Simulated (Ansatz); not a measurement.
Be, diamond: how the functional moves the structure

All rows: Ansatz, plane waves with scalar-relativistic PAW, 420 eV (500 eV for the SCAN forms), relaxed under each functional, no dispersion correction, no zero-point motion. B₀ comes from uniform scaling at fixed shape; a dash is a value not given.

```
functional  V (Å³/atom)         cell  B₀ (GPa)     magnetic state  ΔE to hcp (meV/atom)
    r²SCAN        15.00  a = 4.932 Å        43  spin not included                  1717
    PBEsol        14.48  a = 4.875 Å        46  spin not included                  1691
       LDA        14.05  a = 4.826 Å        48  spin not included                  1746
    revPBE        15.04  a = 4.937 Å        42  spin not included                  1597
      RPBE        15.10  a = 4.943 Å        41  spin not included                  1589
      BLYP        15.36  a = 4.971 Å        39  spin not included                  1407
```

(1) What does PBE give?

## Answers

(1) V (Å³/atom): 14.70; cell: a = 4.899 Å; B₀ (GPa): 44; magnetic state: spin not included; ΔE to hcp (meV/atom): 1637.
